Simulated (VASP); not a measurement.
A run of VASP 6.6.1:

INCAR

```
SYSTEM = TiSi
PREC = Accurate
ENCUT = 520
EDIFF = 1E-6
ISMEAR = 0
SIGMA = 0.1
LREAL = .FALSE.
LASPH = .TRUE.
NELM = 100
ALGO = Fast
ISIF = 2
LWAVE = .FALSE.
LCHARG = .FALSE.
LDIPOL = .TRUE.
IDIPOL = 3
DIPOL = 0.5 0.5 0.294
GGA = PE
NBANDS = 15
```

File KPOINTS:

```
regular mesh
0
G
  16 16 1
  0 0 0
```

File POSCAR:

```
TiSi
1.0
    3.4715149378      0.0000000000      0.0000000000
    0.0000000000      3.4715149378      0.0000000000
    0.0000000000      0.0000000000     23.8000000000
Ti Si
1 1
Direct
    0.5000000000      0.5000000000      0.2941176471
    0.0000000000      0.0000000000      0.2941176471
```

Potentials or basis: VASP PAW PBE potentials, release 64 (Ti_sv, Si).

Launch:

```sh
$ cat potpaw_PBE.64/Ti_sv/POTCAR potpaw_PBE.64/Si/POTCAR > POTCAR
$ mpirun -np 1 vasp_std > vasp.out
```

Hardware: 1 thread of AMD EPYC 9R45 (Zen 5), with other jobs on the host.

Question: How long does it take, and how much memory?

Answer: Wall time 3.7 min on 1 thread of AMD EPYC 9R45 (Zen 5), on a shared host, peak memory 0.44 GiB. Counts: scf iterations 25, k points 45.
